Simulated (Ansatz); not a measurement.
Structure types of Co were relaxed at one common pressure (all-electron LAPW in Ansatz 0.2.0 under PBE, scalar-relativistic, ferromagnetic start, zero temperature). They take these volumes:

```json
{"type": "fcc", "space group": "Fm-3m", "V (Å³/atom)": "8.91"}
{"type": "bcc", "space group": "Im-3m", "V (Å³/atom)": "9.05"}
{"type": "hcp", "space group": "P6_3/mmc", "V (Å³/atom)": "8.91"}
{"type": "simple hexagonal", "space group": "P6/mmm", "V (Å³/atom)": "9.34"}
{"type": "diamond", "space group": "Fd-3m", "V (Å³/atom)": "11.35"}
{"type": "omega", "space group": "P6/mmm", "V (Å³/atom)": "9.01"}
```

Task: At about which pressure, and is the densest type also the lowest in enthalpy?

Result: 67 GPa. The densest types tie within 0.02 Å³/atom, and hcp is the lowest in enthalpy.
